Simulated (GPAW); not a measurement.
# Co (P-1) in GPAW: single point with PBE

Aim: the single point of Co with PBE.

All numbers are computed with GPAW 26.7.0; they aren't measurements. Logs are shortened: lines on timing, memory, paths and dates and some standing lists are left out, and cuts for length are marked. The log counts tension as positive stress, the text compression.

### Step 1. The cell of the first run

The typed cell holds 2 atoms: a = 2.487 Å, b = 2.487 Å, c = 4.063 Å, α = 90.00°, β = 90.00°, γ = 120.00°.

### Step 2. Single point, PBE, collinear spin, ferromagnetic start (atoms moved at random, drawn with an rms of 0.05 Å)

Contents of run.py:

```python
from ase import Atoms
from ase.dft.bandgap import bandgap
from ase.io import write
from ase.units import GPa
from gpaw import GPAW, PW

atoms = Atoms(['Co', 'Co'],
              cell=[[2.4873648738, 0.0, 0.0],
                    [-1.2436824369, 2.1541211692, 0.0],
                    [0.0, 0.0, 4.0632895034]],
              scaled_positions=[[0.331367, 0.649747, 0.737133],
                                [0.670297, 0.320517, 0.263699]],
              pbc=True)
atoms.set_initial_magnetic_moments([2.0, 2.0])

calc = GPAW(mode=PW(600),
            xc='PBE',
            kpts={'size': (12, 12, 7), 'gamma': True},
            occupations={'name': 'fermi-dirac', 'width': 0.05},
            nbands=21,
            convergence={'density': 1e-05, 'energy': 1e-05},
            maxiter=150,
            txt='gpaw.txt')
atoms.calc = calc
energy = atoms.get_potential_energy()
forces = atoms.get_forces()
stress = atoms.get_stress()
calc.write('gs.gpw')
write('result.traj', atoms)
print(f'Energy: {energy:.6f} eV')
print('Forces (eV/A):')
print(forces.round(4))
print('Stress (GPa):', (stress / GPa).round(3))
print('Moments:', calc.get_magnetic_moments().round(3))
print('Fermi level:', round(calc.get_fermi_level(), 4), 'eV')
print(f'Gap: {bandgap(calc)[0]:.4f} eV, direct: {bandgap(calc, direct=True)[0]:.4f} eV')
```

Potentials or basis: GPAW PAW data sets (gpaw-data 1.2.1), pw.

Started as:

```bash
$ OMP_NUM_THREADS=1 python run.py
```

gpaw.txt:

```text
__  _  _
 | _ |_)|_||  |
 |__||  | ||/\| - 26.7.0

Input parameters:
  mode=PW(ecut=600.0),
  convergence={'density': 1e-05, 'energy': 1e-05},
  kpts=MonkhorstPack(size=(12, 12, 7), gamma=True),
  maxiter=150,
  nbands=21,
  occupations=Occupations(name='fermi-dirac', width=0.05),
  xc=XC(name='PBE')

Diagonalizing LCAO Hamiltonian
Converting LCAO to pw mode

        Co

          Co

Atoms  # Å, Bohr magnetons
|   | symbol |        x |        y |        z |    initial magnetic moments |
|---|--------|----------|----------|----------|-----------------------------|
| 0 |     Co | 0.016152 | 1.399634 | 2.995185 | ( 0.0000,  0.0000,  2.0000) |
| 1 |     Co | 1.268652 | 0.690432 | 1.071485 | ( 0.0000,  0.0000,  2.0000) |

Unit cell  # Å
| periodic |         x |        y |        z |  lengths |     angles |
|----------|-----------|----------|----------|----------|------------|
|      yes |  2.487365 | 0.000000 | 0.000000 | 2.487365 |  90.000000 |
|      yes | -1.243682 | 2.154121 | 0.000000 | 2.487365 |  90.000000 |
|      yes |  0.000000 | 0.000000 | 4.063290 | 4.063290 | 120.000000 |

Number of symmetries: 1
Symmetry operations  # r_c * U_cc + t_c -> r_c
|   | kind |            matrix            |
|---|------|------------------------------|
| 0 |  E   |  1, 0, 0,  0, 1, 0,  0, 0, 1 |

BZ-sampling:
  Number of BZ points: 1008
  Number of IBZ points: 506

  Monkhorst-Pack size: [12, 12, 7]
  Monkhorst-Pack shift: [0.041666666666666664, 0.041666666666666664, 0.0]

K-points  # in reciprocal-cell coordinates
|     |                                coordinates |     weight |
|-----|--------------------------------------------|------------|
|   0 | ( -0.00000000,  -0.00000000,   0.00000000) | 0.00099206 |
|   1 | ( -0.00000000,  -0.00000000,   0.14285714) | 0.00198413 |
|   2 | ( -0.00000000,  -0.00000000,   0.28571429) | 0.00198413 |
|   3 | ( -0.00000000,  -0.00000000,   0.42857143) | 0.00198413 |
|   4 | ( -0.00000000,   0.08333333,  -0.42857143) | 0.00198413 |
|   5 | ( -0.00000000,   0.08333333,  -0.28571429) | 0.00198413 |
|   6 | ( -0.00000000,   0.08333333,  -0.14285714) | 0.00198413 |
|   7 | ( -0.00000000,   0.08333333,   0.00000000) | 0.00198413 |
|   8 | ( -0.00000000,   0.08333333,   0.14285714) | 0.00198413 |
|   9 | ( -0.00000000,   0.08333333,   0.28571429) | 0.00198413 |
| ... |                                            |            |
| 505 | (  0.50000000,   0.50000000,   0.42857143) | 0.00198413 |

Plane wave coefficients: 756
Cutoff: 600.0 eV

Spin-components: 2 (collinear spins)
Bands:           21
Projectors:      12
Spin-degeneracy: 1
Datatype:        complex128

Density:
  Valence electrons: 18.0
  Components: 2
  Grid points: [15 15 24]
  Charge: 0.0  # |e|

Potential:
  Grid points: [15 15 24]

species:
  Co:
    name:    Cobalt
    Z:       27.0
    valence: 9
    core:    18
    charge:  0.0  # [|e|]
    compensation charges:
      type: gauss
      rc: 0.32  # [Å]
      lmax: 2
    cutoffs:
      filter: 1.87  # [Å]
      core: 2.55  # [Å]
    projectors
    | kind |    occ | energy [eV] | rcut [Å] |
    |------|--------|-------------|----------|
    |   4s |  2.000 |      -5.469 |    1.005 |
    |   4p |  0.000 |      -1.277 |    1.058 |
    |   3d |  7.000 |      -8.205 |    1.005 |
    |    s |        |      21.742 |    1.005 |
    |    p |        |      25.934 |    1.058 |
    |    d |        |      19.007 |    1.005 |

    Using partial waves for Co as LCAO basis

Reference energy: -75805.419811  # eV

eigensolver:
  PPCG
  Converge bands: occupied
  niter=2

density mixing:
  MSR1-Mixer
  Pratt-step length: 0.05
  Maximum mixing coefficient: 0.75
  Old densities: 10
  SVD Regularization: 0.005
  Good broyden scale: 1.0
  Trust region scale: 1.0
  Backstep threshold: 4.0
  History deletion threshold: 6.0
  Fourier metric: weight=20.0, sigma=0.015

occupation numbers:
  Fermi-Dirac:
    width: 0.0500  # eV

poisson solver:
  ecut: 4800.0  # eV

xc functional:
  name: PBE with 2 nearest neighbor stencil

convergence criteria:
- Maximum integral of absolute [dens]ity change: 1e-05 electrons / valence electron
- Maximum [total energy] change in last 3 cyles: 1e-05 eV / valence electron
- Maximum integral of absolute [eigenst]ate change: 4e-08 eV^2 / valence electron
maximum number of iterations: 150

SCF iterations
|iter     | |      energy | eigst |  dens |  magmom |
|---------|-|-------------|-------|-------|---------|
|iter:   1| |  -16.444958 | +0.28 |       |  +4.0063|
|iter:   2| |  -16.436097 | -2.08 | -1.20 |  +3.9753|
|iter:   3| |  -16.458473 | -1.98 | -1.24 |  +3.7067|
|iter:   4| |  -16.488112 | -3.34 | -1.52 |  +3.5494|
|iter:   5| |  -16.511153 | -3.30 | -1.69 |  +3.3017|
|iter:   6| |  -16.516128 | -4.39 | -2.21 |  +3.2876|
|iter:   7| |  -16.511314 | -4.69 | -1.79 |  +3.2888|
|iter:   8| |  -16.511895 | -4.89 | -2.43 |  +3.2675|
|iter:   9| |  -16.512100 | -4.93 | -2.76 |  +3.2634|
|iter:  10| |  -16.512133 | -5.98 | -3.08 |  +3.2753|
|iter:  11| |  -16.512135c| -7.57c| -3.82 |  +3.2772|
|iter:  12| |  -16.512134c| -8.04c| -4.25 |  +3.2778|
|iter:  13| |  -16.512134c| -8.78c| -5.37c|  +3.2779|

Converged in 13 steps
Energy contributions relative to reference atoms: (reference = -75805.419811)

Energy contributions:
  Kinetic:          20.040414
  Coulomb:         -16.428731
  Zero:             -0.093226
  External:          0.000000
  Xc:              -20.023498
  Entropy:          -0.014188
  Spinorbit:         0.000000
  ----------------------------
  Free energy:     -16.519228
  Extrapolated:    -16.512134

dipole moment: (0.178472, -0.277543, 0.009892)  # |e|*Ang

Total magnetic moment: (0.000000, 0.000000, 3.277862)

Local magnetic moments
|        x |        y |        z |
|----------|----------|----------|
| 0.000000 | 0.000000 | 1.713958 |  # Co   0
| 0.000000 | 0.000000 | 1.713956 |  # Co   1

Fermi level: 10.639
Eigenvalues  # (at kpt = [-0.000, -0.000, 0.000])
| band index |      eig [eV] | occ [0-1] |      eig [eV] | occ [0-1] |
|------------|---------------|-----------|---------------|-----------|
|          0 |         1.575 |     1.000 |         1.563 |     1.000 |
|        ... |               |           |               |           |
|          3 |         7.962 |     1.000 |         9.645 |     1.000 |
|          4 |         7.969 |     1.000 |         9.656 |     1.000 |
|          5 |         8.256 |     1.000 |         9.933 |     1.000 |
|          6 |         8.266 |     1.000 |         9.939 |     1.000 |
|          7 |         8.684 |     1.000 |        10.333 |     0.998 |
|          8 |         8.712 |     1.000 |        10.551 |     0.854 |
|          9 |         9.761 |     1.000 |        10.591 |     0.724 |
|         10 |         9.803 |     1.000 |        11.695 |     0.000 |
|         11 |        10.349 |     0.997 |        11.729 |     0.000 |
|         12 |        16.667 |     0.000 |        17.720 |     0.000 |
|         13 |        32.795 |     0.000 |        32.454 |     0.000 |
|         14 |        35.192 |     0.000 |        35.552 |     0.000 |
|         15 |        35.228 |     0.000 |        35.567 |     0.000 |
|         16 |        35.770 |     0.000 |        35.606 |     0.000 |
|         17 |        36.142 |     0.000 |        35.871 |     0.000 |
|         18 |        36.372 |     0.000 |        36.710 |     0.000 |
|        ... |               |           |               |           |
|         20 |        40.483 |     0.000 |        41.116 |     0.000 |

No gap
No difference between direct/indirect transitions

Forces  # eV/Ang
|        x |        y |        z |
|----------|----------|----------|
|  0.02331 |  0.02319 |  0.76666 |  # Co   0
| -0.02330 | -0.02320 | -0.76669 |  # Co   1

Stress tensor  # eV/Ang^3
|         x |         y |         z |
|-----------|-----------|-----------|
| -0.014711 | -0.001150 | -0.000797 |
| -0.001150 | -0.012391 | -0.000794 |
| -0.000797 | -0.000794 | -0.001360 |

# Writing to gs.gpw (mode='')
```

Wall time 4.7 min (1 thread of Arm Neoverse V2, shared host); peak memory 0.47 GiB.

What came out:

* Free energy: -16.5192 eV
* Pressure: 1.5 GPa
* Largest force: 0.767 eV/Å
* Band gap on the k mesh: none (metal or under the smearing width)
* Net moment: 3.28 μB per cell
* Site moments: Co +1.71 μB

Forces on the atoms (eV/Å):
```
Co   0.023  0.023  0.767
Co  -0.023 -0.023 -0.767
```

Levels at points of the mesh, in eV from the Fermi level:
Spin up:
| k point | band 8 | band 9 | band 10 | band 11 | band 12 | band 13 | band 14 | band 15 |
| --- | --- | --- | --- | --- | --- | --- | --- | --- |
| (0.00, 0.00, 0.00) | -1.96 | -1.93 | -0.88 | -0.84 | -0.29 | 6.03 | 22.16 | 24.55 |
| (0.00, 0.50, 0.00) | -0.72 | -0.71 | -0.52 | 1.21 | 3.28 | 9.21 | 10.38 | 12.40 |
| (0.50, 0.00, 0.00) | -0.73 | -0.72 | -0.52 | 1.27 | 3.21 | 9.30 | 10.49 | 12.32 |
| (0.50, 0.50, 0.00) | -0.72 | -0.72 | -0.52 | 1.22 | 3.26 | 9.24 | 10.41 | 12.38 |
Spin down:
| k point | band 3 | band 4 | band 5 | band 6 | band 7 | band 8 | band 9 | band 10 | band 11 | band 12 |
| --- | --- | --- | --- | --- | --- | --- | --- | --- | --- | --- |
| (0.00, 0.00, 0.00) | -1.12 | -0.99 | -0.98 | -0.71 | -0.70 | -0.31 | -0.09 | -0.05 | 1.06 | 1.09 |
| (0.00, 0.50, 0.00) | -3.32 | -1.90 | -1.13 | -1.05 | -0.65 | 1.21 | 1.32 | 1.37 | 2.49 | 4.29 |
| (0.50, 0.00, 0.00) | -3.30 | -1.93 | -1.12 | -1.12 | -0.67 | 1.21 | 1.31 | 1.38 | 2.54 | 4.22 |
| (0.50, 0.50, 0.00) | -3.31 | -1.91 | -1.13 | -1.07 | -0.66 | 1.21 | 1.31 | 1.38 | 2.51 | 4.27 |
